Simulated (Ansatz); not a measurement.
Simulated powder pattern, Cu Kα1, λ = 1.54056 Å (kinematic, ideal powder, no thermal factors, no anomalous dispersion; the 30 strongest lines at most, above 1 %, up to 2θ = 90°):

```tsv
2θ (°)	d (Å)	I/Imax (%)
24.75	3.594	100
28.66	3.113	29
40.97	2.201	55
48.46	1.877	48
50.76	1.797	8.0
59.33	1.556	9.1
65.28	1.428	19
67.20	1.392	10
74.63	1.271	18
80.03	1.198	14
88.85	1.100	6.0
```

The pattern belongs to a structure relaxed with PBE in the plane-wave PAW code Ansatz.

The compound is AlSb.

Problem. Give the crystal system and the lattice parameters.

Solution. cubic, F-43m; a = 6.225 Å.

The cell was relaxed with PBE under the symmetry of its start; of distortions, only those at the zone centre were tested. Scalar-relativistic: spin–orbit coupling is off unless named, which matters more the heavier the elements.

Potentials: the later of the program's two PAW sets.
